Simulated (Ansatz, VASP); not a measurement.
## AlRu: VASP beside Ansatz

INCAR

```
SYSTEM = AlRu
PREC = Accurate
ENCUT = 520
EDIFF = 1E-6
ISMEAR = -1
SIGMA = 0.05
LREAL = .False.
LASPH = .True.
NELM = 80
ALGO = Fast
ISIF = 2
LWAVE = .False.
LCHARG = .False.
NBANDS = 16
```

KPOINTS

```
Automatic mesh
0
Gamma
  9 9 9
  0 0 0
```

The input POSCAR:

```
AlRu
1.0
    3.0114124979      0.0000000000      0.0000000000
    0.0000000000      3.0114124979      0.0000000000
    0.0000000000      0.0000000000      3.0114124979
Ru Al
1 1
Direct
    0.5000000000      0.5000000000      0.5000000000
    0.0000000000      0.0000000000      0.0000000000
```

File input.yaml:

```yaml
crystal:
  lattice:
    - [3.0114124979, 0.0, 0.0]
    - [0.0, 3.0114124979, 0.0]
    - [0.0, 0.0, 3.0114124979]
  atoms:
    - { symbol: Ru, position: [0.5, 0.5, 0.5] }
    - { symbol: Al, position: [0.0, 0.0, 0.0] }
kpoints:
  mp_grid: { grid: [9, 9, 9] }
scf:
  occupations: { method: fermi_dirac, width: 0.05 }
hamiltonian:
  xc: lda
  pseudopotentials: { kind: all_electron, lapw: { basis_error: 0.001 } }
output:
  forces: true
  stress: true
  eigenvalues: true
```

Change from the starting cell: volume scaled by 1.02.

Alike in both runs: task single point; functional LDA; k mesh 9 × 9 × 9; occupations fermi-dirac, width 0.05 eV; no spin polarisation.

|  | VASP | Ansatz |
| --- | --- | --- |
| version | VASP 6.6.1 | Ansatz 0.2.0 |
| potentials or method | VASP PAW LDA potentials, release 64 (Ru_pv, Al) | all-electron LAPW, scalar-relativistic |
| plane-wave cutoff (eV) | 520 | see its input |

VASP gave:

```
gap on the k mesh at the Fermi level (eV) : none
pressure (GPa)                            : -11.5
```

Task: Estimate Ansatz's values.

Result: gap on the k mesh at the Fermi level (eV): none; pressure (GPa): -11.9.

A gap of «none» marks a metal or a gap that the smearing closes. Ansatz ran all-electron here, so the differences hold the error of VASP's frozen core and of both bases.
